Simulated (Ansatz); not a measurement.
**Fe: convergence with LAPW's basis error target**

The task here is to estimate one member of a computed series from the others.

The COD cell was measured well above room temperature, so it is larger than a cold one.

Program: Ansatz 0.2.0. Level of theory: DFT, PBE, all-electron LAPW, scalar-relativistic. These are calculated values, not measurements.

## Starting point

It takes space group Im-3m (No. 229, cubic). The conventional cell has a = 2.878 Å, b = 2.878 Å, c = 2.878 Å, α = 90.00°, β = 90.00°, γ = 90.00°. Fe (site symmetry m-3m) has 8 Fe at 2.49 Å as nearest neighbours.

Coordinates:

```
CELL_PARAMETERS angstrom
-1.43900 1.43900 1.43900
1.43900 -1.43900 1.43900
1.43900 1.43900 -1.43900
ATOMIC_POSITIONS crystal
Fe 0.00000 0.00000 0.00000
```

The cell comes from a crystallographic database entry that wasn't checked; take it as a given geometry, which may be far from equilibrium.

Set-up of the first run:

The input, input.yaml:

```yaml
crystal:
  lattice:
    - [-1.439, 1.439, 1.439]
    - [1.439, -1.439, 1.439]
    - [1.439, 1.439, -1.439]
  atoms:
    - { symbol: Fe, position: [0.0, 0.0, 0.0], spin: 3.0 }
magnetization:
  spin_polarized: true
kpoints:
  mp_grid: { grid: [20, 20, 20] }
scf:
  occupations: { method: fermi_dirac, width: 0.05 }
hamiltonian:
  xc: pbe
  pseudopotentials: { kind: all_electron, lapw: { basis_error: 0.03 } }
output:
  forces: true
  stress: true
  eigenvalues: true
```

Among the steps run: With basis error target 0.03 eV/atom; With basis error target 0.01 eV/atom; With basis error target 0.003 eV/atom; With basis error target 0.0001 eV/atom.

One of the session's tables, all rows but one given; the rest of the session is left out.

It belongs to the step «The sweep in one table». 

| basis error target (eV/atom) | pressure (GPa) |
| --- | --- |
| 0.03 | -8.36 |
| 0.01 | -8.41 |
| 0.003 | ? |
| 0.0001 | -8.44 |

**Question.** Estimate the row for basis error target (eV/atom) = 0.003.

Worked estimate for «pressure (GPa)». A straight line through the neighbours (0.01, -8.41) and (0.0001, -8.44) gives -8.41 + (-8.44 + 8.41) × (0.003 − 0.01) / (0.0001 − 0.01) = -8.43; a parabola fitted to 3 rows on both sides gives -8.43.

**Answer.** pressure (GPa): -8.43. In «pressure (GPa)» the line misses by 0.00 and the parabola by 0.00.

Energies are those extrapolated to zero smearing.

Limits of these values: Other magnetic orders may lie lower; this is the state that the run reached.
